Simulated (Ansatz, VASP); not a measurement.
**Zr: VASP beside Ansatz**

```xyz
1
Lattice="-1.7376 1.8100 1.8100 1.8100 -1.7376 1.8100 1.8100 1.8100 -1.7376" Properties=species:S:1:pos:R:3 pbc="T T T"
Zr    0.0000    0.0000    0.0000
```

Change from the starting cell: equal xy, yz and zx shear strains of +4 %.

Alike in both runs: task single point; functional PBE; k mesh 16 × 16 × 16; occupations fermi-dirac, width 0.03 eV; no spin polarisation.

|  | VASP | Ansatz |
| --- | --- | --- |
| version | VASP 6.6.1 | Ansatz 0.2.0 |
| potentials or method | VASP PAW PBE potentials, release 64 (Zr_sv), cutoff 520 eV | all-electron LAPW, scalar-relativistic |

|  | VASP | Ansatz | Ansatz less VASP |
| --- | --- | --- | --- |
| pressure (GPa) | -3.0 | -3.0 | -0.01 |
| largest component of the traceless stress (GPa) | 1.46 | 1.46 | -0.004 |

Ansatz ran all-electron here, so the differences hold the error of VASP's frozen core and of both bases.
